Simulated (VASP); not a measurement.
# Si (Fd-3m) in VASP: a series of runs, part 2 of 3

VASP 6.6.1. Earlier steps stand in the parts before.

### Step 3. Dielectric tensor, PBE

Input file INCAR:

```
PREC = Accurate
ENCUT = 340
EDIFF = 1E-8
ISMEAR = 0
SIGMA = 0.01
LREAL = False
LASPH = True
NELM = 100
ALGO = Normal
ISIF = 2
LWAVE = False
LCHARG = False
GGA = PE
LEPSILON = True
```

Input file KPOINTS:

```
Automatic mesh
0
Gamma
  5 5 5
```

Input file POSCAR:

```
Si
1.0
    0.0000000000      2.7218511865      2.7218511865
    2.7218511865      0.0000000000      2.7218511865
    2.7218511865      2.7218511865      0.0000000000
Si
2
Direct
    0.5000000000      0.5000000000      0.5000000000
    0.7500000000      0.7500000000      0.7500000000
```

Potentials or basis: VASP PAW PBE potentials, release 64 (Si).

On the command line:

```console
$ cat potpaw_PBE.64/Si/POTCAR > POTCAR
$ mpirun -np 1 vasp_std > vasp.out
```

OUTCAR:

```text
PREC = Accurate
   ENCUT = 340
   EDIFF = 1E-8
   ISMEAR = 0
   LREAL = False
   LASPH = True
   NELM = 100
   ISIF = 2
   GGA = PE
   LEPSILON = True

 Found     10 irreducible k-points:

 Following reciprocal coordinates:
            Coordinates               Weight
  0.000000  0.000000  0.000000      1.000000
  0.200000  0.000000  0.000000      8.000000
  0.400000  0.000000  0.000000      8.000000
  0.200000  0.200000  0.000000      6.000000
  0.400000  0.200000  0.000000     24.000000
 -0.400000  0.200000  0.000000     24.000000
   k-points           NKPTS =     10   k-points in BZ     NKDIM =     10   number of bands    NBANDS=      8
   number of dos      NEDOS =    301   number of ions     NIONS =      2
   total plane-waves  NPLWV =  13824
   dimension x,y,z NGX =    24 NGY =   24 NGZ =   24
   dimension x,y,z NGXF=    48 NGYF=   48 NGZF=   48
   ions per type =               2
   NGX,Y,Z   is equivalent  to a cutoff of  10.37, 10.37, 10.37 a.u.
   NGXF,Y,Z  is equivalent  to a cutoff of  20.73, 20.73, 20.73 a.u.
 SYSTEM =  unknown system
   PREC   = accura    normal or accurate (medium, high low for compatibility)
   ISTART =      0    job   : 0-new  1-cont  2-samecut
   ICHARG =      2    charge: 1-file 2-atom 10-const
   ISPIN  =      1    spin polarized calculation?
   LNONCOLLINEAR =      F non collinear calculations
   LSORBIT =      F    spin-orbit coupling
   LASPH  =      T    aspherical Exc in radial PAW
   ENCUT  =  340.0 eV  24.99 Ry    5.00 a.u.   5.79  5.79  5.79*2*pi/ulx,y,z
   NELM   =    100;   NELMIN=  2; NELMDL= -5     # of ELM steps
   EDIFF  = 0.1E-07   stopping-criterion for ELM
   LREAL  =      F    real-space projection
   EDIFFG = 0.1E-06   stopping-criterion for IOM
   NSW    =      0    number of steps for IOM
   IBRION =     -1    ionic relax: 0-MD 1-quasi-New 2-CG
   NFREE  =      0    steps in history (QN), initial steepest desc. (CG)
   ISIF   =      2    stress and relaxation
   ISYM   =      2    0-nonsym 1-usesym 2-fastsym
   POTIM  = 0.5000    time-step for ionic-motion
   TEBEG  =    0.0;   TEEND  =   0.0 temperature during run
   PSTRESS=    0.0 pullay stress
   NELECT =       8.0000    total number of electrons
   NUPDOWN=      -1.0000    fix difference up-down
   EMIN   =  10.00;   EMAX   =-10.00  energy-range for DOS
   EFERMI =   0.00;   METHOD = LEGACY
   ISMEAR =     0;   SIGMA  =   0.01  broadening in eV -4-tet -1-fermi 0-gaus
   EFERMI_NEDOS =   21; number of points for ismear=-14 and -15
   IALGO  =     38    algorithm
   IMIX   =      4    mixing-type and parameters
     AMIX     =   0.40;   BMIX     =  1.00
     AMIX_MAG =   1.60;   BMIX_MAG =  1.00
  volume/ion in A,a.u.               =      20.16       136.08
  Fermi-wavevector in a.u.,A,eV,Ry     =   0.954766  1.804247 12.402783  0.911579
  Thomas-Fermi vector in A             =   2.083543
   LORBIT       =      0    0 simple, 1 ext, 2 COOP (PROOUT), +10 PAW based schemes
   GGA     = PE    functional components
   LHFCALC =     F    Hartree Fock is set to
   AEXX    =    0.0000 exact exchange contribution
   IVDW    =     0    specifies the selected vdW correction
   LEPSILON=     T    determine dielectric tensor
   LRPA    =     F    only Hartree local field effects (RPA)
 non-spin polarized calculation
 Gauss-broadening in eV      SIGMA  =   0.01
  energy-cutoff  :      340.00
  volume of cell :       40.33
 maximum number of plane-waves:       589
[... 82 lines left out ...]
  Direction    XX          YY          ZZ          XY          YZ          ZX
  --------------------------------------------------------------------------------------
  -------------------------------------------------------------------------------------
  Total        0.3534953      0.3534953      0.3534953      0.0000000      0.0000000      0.0000000
  in kB       14.0433623     14.0433623     14.0433623      0.0000000      0.0000000      0.0000000
  external PRESSURE =      14.0433623 kB  Pullay stress =       0.0000000 kB

 VOLUME and BASIS-vectors are now :
 -----------------------------------------------------------------------------
  energy-cutoff  :      340.00
  volume of cell :       40.33
      direct lattice vectors                 reciprocal lattice vectors
     0.000000000  2.721851186  2.721851186    -0.183698507  0.183698507  0.183698507
     2.721851186  0.000000000  2.721851186     0.183698507 -0.183698507  0.183698507
     2.721851186  2.721851186  0.000000000     0.183698507  0.183698507 -0.183698507

 POSITION                                       TOTAL-FORCE (eV/Angst)
 -----------------------------------------------------------------------------------
      2.72185      2.72185      2.72185         0.000000      0.000000      0.000000
      4.08278      4.08278      4.08278        -0.000000     -0.000000     -0.000000
 -----------------------------------------------------------------------------------
    total drift:                                0.000000      0.000000      0.000000

  FREE ENERGIE OF THE ION-ELECTRON SYSTEM (eV)
  ---------------------------------------------------
  free  energy   TOTEN  =       -10.7809615056 eV

  energy  without entropy=      -10.7809615056  energy(sigma->0) =      -10.78096151

 HEAD OF MICROSCOPIC STATIC DIELECTRIC TENSOR (INDEPENDENT PARTICLE, excluding Hartree and local field effects)
 ------------------------------------------------------
          19.487477    -0.000000     0.000000
           0.000000    19.487477     0.000000
          -0.000000     0.000000    19.487477
 ------------------------------------------------------

 Free energy of the ion-electron system (eV)
  ---------------------------------------------------
  ---------------------------------------------------
  free energy    TOTEN  =        -2.12355512 eV

  energy without entropy =       -2.12355512

------------------------ aborting loop because EDIFF is reached ----------------------------------------

--------------------------------------- Ionic step        2  -------------------------------------------

------------------------ aborting loop because EDIFF is reached ----------------------------------------

--------------------------------------- Ionic step        3  -------------------------------------------

 Free energy of the ion-electron system (eV)
  ---------------------------------------------------
  ---------------------------------------------------
  free energy    TOTEN  =        -2.12355531 eV

  energy without entropy =       -2.12355531

------------------------ aborting loop because EDIFF is reached ----------------------------------------

 PIEZOELECTRIC TENSOR FIELD DIRECTION 3  (e Angst)
 -----------------------------------------------------------------------------
     0.00547 -0.00000  0.00000           (  0.00001  0.00000  0.00000)
    -0.00000  0.00547  0.00000           (  0.00000  0.00001  0.00000)
     0.00000  0.00000 -0.01255           (  0.00000  0.00000 -0.00001)

 PIEZOELECTRIC TENSOR FIELD DIRECTION 3  (C/m^2)
 -----------------------------------------------------------------------------
     0.00217 -0.00000  0.00000
    -0.00000  0.00217  0.00000
     0.00000  0.00000 -0.00499

 MACROSCOPIC STATIC DIELECTRIC TENSOR (including local field effects in DFT)
 ------------------------------------------------------
          18.819116     0.000000    -0.000000
          -0.000000    18.819116     0.000000
           0.000000     0.000000    18.819116
 ------------------------------------------------------

 PIEZOELECTRIC TENSOR (including local field effects)  for field in x, y, z        (e  Angst)
          XX          YY          ZZ          XY          YZ          ZX
  --------------------------------------------------------------------------------
  x     0.00000     0.00000     0.00000     0.00000     0.00000     0.00000
  y    -0.00000     0.00000     0.00000     0.00000     0.00000     0.00000
  z     0.00000     0.00000     0.00000    -0.00000     0.00000     0.00000

 PIEZOELECTRIC TENSOR (including local field effects)  for field in x, y, z        (C/m^2)
          XX          YY          ZZ          XY          YZ          ZX
  --------------------------------------------------------------------------------
  x     0.00000     0.00000     0.00000     0.00000     0.00000     0.00000
  y    -0.00000     0.00000     0.00000     0.00000     0.00000     0.00000
  z     0.00000     0.00000     0.00000    -0.00000     0.00000     0.00000

 BORN EFFECTIVE CHARGES (including local field effects) (in |e|, cummulative output)
 ---------------------------------------------------------------------------------
 ion    1
    1     0.00000     0.00000     0.00000
    2     0.00000     0.00000     0.00000
    3    -0.00000     0.00000     0.00000
 ion    2
    1    -0.00000    -0.00000     0.00000
    2     0.00000    -0.00000     0.00000
    3     0.00000    -0.00000    -0.00000
```

OSZICAR:

```text
[... 13 lines left out ...]
RMM:   4    -0.209551037602E+01   -0.72030E-01   -0.39590E-02   452   0.119E+00    0.188E-01
RMM:   5    -0.212053488753E+01   -0.25025E-01   -0.15657E-03   450   0.308E-01    0.413E-02
RMM:   6    -0.212231455785E+01   -0.17797E-02   -0.38807E-05   462   0.477E-02    0.199E-02
RMM:   7    -0.212348819997E+01   -0.11736E-02   -0.15848E-05   455   0.311E-02    0.208E-03
RMM:   8    -0.212355199093E+01   -0.63791E-04   -0.41535E-07   478   0.420E-03    0.653E-04
RMM:   9    -0.212355446150E+01   -0.24706E-05    0.20720E-07   466   0.196E-03    0.277E-04
RMM:  10    -0.212355534248E+01   -0.88098E-06    0.10037E-06   450   0.423E-04    0.739E-05
RMM:  11    -0.212355459380E+01    0.74868E-06   -0.26661E-07   332   0.121E-04    0.205E-05
RMM:  12    -0.212355530907E+01   -0.71527E-06   -0.89478E-07   204   0.109E-04    0.355E-06
```

stdout:

```text
POSCAR found type information on POSCAR Si
 POSCAR found :  1 types and       2 ions
 scaLAPACK will be used
 LDA part: xc-table for (Slater+PW92), standard interpolation
 POSCAR, INCAR and KPOINTS ok, starting setup
 FFT: planning ... GRIDC
 FFT: planning ... GRID_SOFT
 FFT: planning ... GRID
 WAVECAR not read
 entering main loop
 Linear response reoptimize wavefunctions to high precision
 Linear response G [H, r] |phi>, progress :
  Direction:   1
 Linear response G [H, r] |phi>, progress :
  Direction:   2
 Linear response G [H, r] |phi>, progress :
  Direction:   3
 Linear response to external field (no local field effect), progress :
  Direction:   1
 dielectric tensor                  component  1 :    24.012    13.066     3.407
 Linear response to external field (no local field effect), progress :
  Direction:   2
 dielectric tensor                  component  2 :    13.066    24.038    -3.462
 Linear response to external field (no local field effect), progress :
  Direction:   3
 dielectric tensor                  component  3 :     3.407    -3.462    10.412
 Linear response to external field, progress :
  Direction:   1
 dielectric tensor                  component  1 :    18.819     9.635     3.241
 Linear response to external field, progress :
  Direction:   2
 dielectric tensor                  component  2 :     9.529    18.819    -3.276
 Linear response to external field, progress :
  Direction:   3
 dielectric tensor                  component  3 :     3.137     3.116    18.819
 Born effective charges drift removed
```

It took 13 s on 1 thread of AMD EPYC 9R45 (Zen 5), shared host; peak memory 0.11 GiB.

These settings aren't checked as converged: the numbers below hold their error.

What came out:

```yaml
Band_gap_on_the_k_mesh: 0.59 eV, indirect (least direct gap 2.56 eV)
Electronic_dielectric_tensor_diagonal: 18.82
Born_charges_mean_of_the_diagonal: Si +0.00 e
```

Caveat: the gap is small at this level, which inflates the dielectric constant; an odd mesh through Γ misses points on the zone boundary, where band edges often lie.

[end of part 2 of 3]
